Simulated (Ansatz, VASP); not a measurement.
# One calculation of Sc, two programs

INCAR

```
PREC = Accurate
ENCUT = 520
EDIFF = 1E-6
ISMEAR = -1
SIGMA = 0.1
LREAL = False
LASPH = True
NELM = 60
ALGO = Normal
ISIF = 2
LWAVE = False
LCHARG = False
GGA = B5
ALDAX = 1.0
AGGAX = 1.0
AGGAC = 1.0
ALDAC = 0.0
NBANDS = 12
```

KPOINTS

```
regular mesh
0
Gamma
  12 12 12
```

POSCAR

```
Sc
1.0
    2.8736252032      0.0000000000      0.0000000000
    0.0000000000      2.8736252032      0.0000000000
    0.0000000000      0.0000000000      2.8736252032
Sc
1
Direct
    0.0000000000      0.0000000000      0.0000000000
```

Input for Ansatz:

```yaml
crystal:
  lattice:
    - [2.8736252032, 0.0, 0.0]
    - [0.0, 2.8736252032, 0.0]
    - [0.0, 0.0, 2.8736252032]
  atoms:
    - { symbol: Sc, position: [0.0, 0.0, 0.0] }
hamiltonian:
  xc: blyp
  pseudopotentials:
    kind: paw
    azcp:
      Sc: "pseudopotentials/Sc.paw.azcp"
basis:
  ecutwfc: 420
  fft_grid_basis: typed
kpoints:
  mp_grid: { grid: [12, 12, 12], shift: [0, 0, 0] }
magnetization:
  spin_polarized: false
scf:
  occupations: { method: fermi_dirac, width: 0.1 }
  lower_state_search: "off"
output:
  stress: true
  write_density: true
  write_potential: true
  elf: true
  volumetric_format: npy
```

Alike in both runs: task single point; functional BLYP; k mesh 12 × 12 × 12; occupations fermi-dirac, width 0.1 eV; no spin polarisation.

|  | VASP | Ansatz |
| --- | --- | --- |
| version | VASP 6.6.1 | Ansatz 0.2.0 |
| potentials or method | VASP PAW PBE potentials, release 64 (Sc_sv) | plane waves (420 eV) with PAW, scalar-relativistic |
| plane-wave cutoff (eV) | 520 | 420 |
| valence electrons in the cell | 11 | 11 |

|  | VASP | Ansatz | Ansatz less VASP |
| --- | --- | --- | --- |
| pressure (GPa) | 5.0 | 5.0 | +0.03 |

The functional is the same, so the differences come from potentials, cutoffs and numerics.

Caveats: the PAW data sets were made with another functional, which shifts forces and pressure a little (VASP).
